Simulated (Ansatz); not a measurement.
# A N vacancy in zincblende BN, 63 atoms, charge 0

All numbers come from Ansatz (PAW, plane waves, no spin–orbit coupling) at the single k point (¼, ¼, ¼) without its symmetry partners. The atoms were relaxed with PBEsol in a fixed cell; other functionals are single points on those atoms unless said otherwise. The valence top and gap of the host come from its small cell on a dense mesh, with the band extrema sought between the mesh points, lined up by the mean potential, PBEsol gap 4.30 eV, HSE06 gap 5.80 eV.

Cell: a = 7.212 Å, b = 7.212 Å, c = 7.212 Å, α = 90.00°, β = 90.00°, γ = 90.00°.

Nearest atoms after relaxation, from the placed atom (for vacancies from the middle of the vacant sites): B at 1.56 Å, B at 1.56 Å, B at 1.57 Å, B at 1.70 Å, N at 2.51 Å, N at 2.51 Å, N at 2.51 Å, N at 2.51 Å.

Chemical potentials μ are those of reference phases of the elements at zero temperature by the same functional (the usual solids, diamond for C, grey Sn, and the molecules H2, N2, O2, F2, Cl2, Br2 and S8).

```csv
functional,E(defect) − E(host) − Σ nμ + q·E_VBM (eV),monopole (eV),alignment (eV),formation energy at E_F = VBM (eV),moment (μB),"wall time, shared host"
PBEsol,7.82,0.00,0.00,7.82,1.0,72 s on NVIDIA H100 (relaxation)
```

(1) Estimate the formation energy and moment that HSE06 gives on these atoms.

HSE06 one-electron levels near the gap (the ten most localised at most), from the host's valence top:

```csv
level (eV),spin,filling,atoms sharing it,element of the atom with most weight
-0.12,up,1.00,13.1,B
0.23,down,1.00,10.3,B
4.24,up,1.00,5.1,B
```

All elements are taken at their own reference at once; growth conditions in equilibrium with the host shift these energies, by up to the host's formation enthalpy.

One k point and a cell of this size can leave errors of several tenths of an eV in such numbers.

## Answers

(1) 8.08 eV at E_F = VBM, moment 1.0 μB.
